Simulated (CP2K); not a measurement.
## CsPbBr3 under changes of volume

One of the cells (40.452 Å³/atom); the others are scaled copies at fixed shape and fractional positions:

```
Pb Cs Br
1.0
     5.87000    0.00000    0.00000
     0.00000    5.87000    0.00000
     0.00000    0.00000    5.87000
Pb Cs Br
1 1 3
Direct
  0.50000 0.50000 0.50000
  0.00000 0.00000 0.00000
  0.50000 0.50000 0.00000
  0.50000 0.00000 0.50000
  0.00000 0.50000 0.50000
```

Measurements of this composition are mostly on another form, of space group No. 62.

- Program: CP2K 2026.2
- Functional: LDA
- Potentials or basis: GTH_POTENTIALS Pb GTH-PADE-q4, Cs GTH-PADE-q9, Br GTH-PADE-q7; TZVP-MOLOPT-PBE-GTH basis
- Density cutoff: 6123 eV
- k mesh: 5 × 5 × 5
- Occupations: fermi-dirac, width 0.1 eV
- Spin: no spin polarisation

```csv
volume (Å³/atom),energy over the lowest point (meV/atom),pressure (GPa),gap on the mesh (eV)
38.025,0.00,-0.1,2.40
38.834,1.55,-0.6,2.44
39.643,5.47,-1.0,2.46
40.452,11.48,-1.4,2.49
41.261,19.34,-1.7,2.52
42.070,28.83,-2.0,2.54
42.880,?,?,?
```

**Question.** What does the run at 42.880 Å³/atom give?

**Answer.** Energy over the lowest point 39.77 meV/atom; pressure -2.3 GPa; gap on the mesh 2.56 eV.

Worked out: A Birch-Murnaghan fit of order 3 (a polynomial in V^(-2/3)) to the other rows has its minimum at 37.94 Å³/atom, just outside them, with B0 = V·E''(V) = 25 GPa and B' = 4.8. It gives 39.77 meV/atom at 42.880 Å³/atom, against the run's 39.77, and -dE/dV = -2.3 GPa, against -2.3. A straight line through the other rows of the gap, of slope 1.37 eV per unit of ln V (its deformation potential), extrapolates to 2.57 eV, against the run's 2.56.

Energies are extrapolated to zero smearing.

Caveats: spin-orbit coupling is left out, which as a rule narrows the gap of such compounds by several tenths of an eV; an odd mesh through Γ misses points on the zone boundary, where band edges often lie; the basis of atomic orbitals isn't converged, which shifts pressures, moduli and gaps.
